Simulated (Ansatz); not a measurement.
The system is TiO2.

```
CELL_PARAMETERS angstrom
6.15358 -1.88347 0.00000
6.15358 1.88347 0.00000
-1.92833 0.00000 6.32897
ATOMIC_POSITIONS crystal
Ti 0.90007 0.90007 0.28960
Ti 0.19529 0.19529 0.28376
Ti 0.09993 0.09993 0.71040
Ti 0.80471 0.80471 0.71624
O 0.36193 0.36193 0.29340
O 0.26349 0.26349 0.65250
O 0.86719 0.86719 0.99529
O 0.73651 0.73651 0.34750
O 0.94165 0.94165 0.63002
O 0.13281 0.13281 0.00471
O 0.63807 0.63807 0.70660
O 0.05835 0.05835 0.36998
```

The cell comes from a database or a generator and needn't be the stable form of this composition.

Base run:

* Program: Ansatz 0.2.0
* Functional: PBEsol
* Potentials or basis: Ansatz PAW
* Cutoff: 420 eV (not typed: the program's choice for these potentials)
* k mesh: 8 × 8 × 4
* Occupations: fermi-dirac, width 0.05 eV
* Spin: no spin polarisation

Its results: band gap on the k mesh 2.72 eV, indirect (least direct gap 2.89 eV); pressure -6.7 GPa; largest force 0.153 eV/Å.

Problem. The run is repeated on the same cell with these changes: functional from PBEsol to rPW86-PBE. What comes out?

Solution. Band gap on the k mesh 2.73 eV, indirect (least direct gap 2.90 eV); pressure 3.1 GPa; largest force 0.226 eV/Å.

Caveats: the PAW data sets come from PBE, with cores solved anew for the run's functional, which leaves a small shift of forces and pressure.
